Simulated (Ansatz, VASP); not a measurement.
**Li2O in VASP and in Ansatz**

```
Li O
1.0
     0.00000    2.26519    2.26519
     2.26519    0.00000    2.26519
     2.26519    2.26519    0.00000
Li O
2 1
Direct
  0.75000 0.75000 0.75000
  0.25000 0.25000 0.25000
  0.00000 0.00000 0.00000
```

Alike in both runs: functional PBE; dispersion D3(BJ); k mesh 6 × 6 × 6; occupations gaussian, width 0.1 eV; no spin polarisation.

Ansatz relaxed the structure, and its values are those at the end. VASP's run is a single point on that final structure, the one shown.

|  | VASP | Ansatz |
| --- | --- | --- |
| version | VASP 6.6.1 | Ansatz 0.2.0 |
| potentials or method | VASP PAW PBE potentials, release 64 (Li_sv, O) | scalar-relativistic, plane waves, PAW |
| plane-wave cutoff (eV) | 520 | 420 |
| valence electrons in the cell | 12 | 12 |

|  | VASP | Ansatz | Ansatz less VASP |
| --- | --- | --- | --- |
| gap on the k mesh at the Fermi level (eV) | 5.08 | 5.10 | +0.021 |
| least direct gap on the mesh (eV) | 5.72 | 5.71 | -0.012 |

With one functional, cell and mesh, what is left measures potentials, basis and numerics.

 A hybrid or GW would open this gap; PBE tends to underestimate it. A k mesh can miss the band edges.
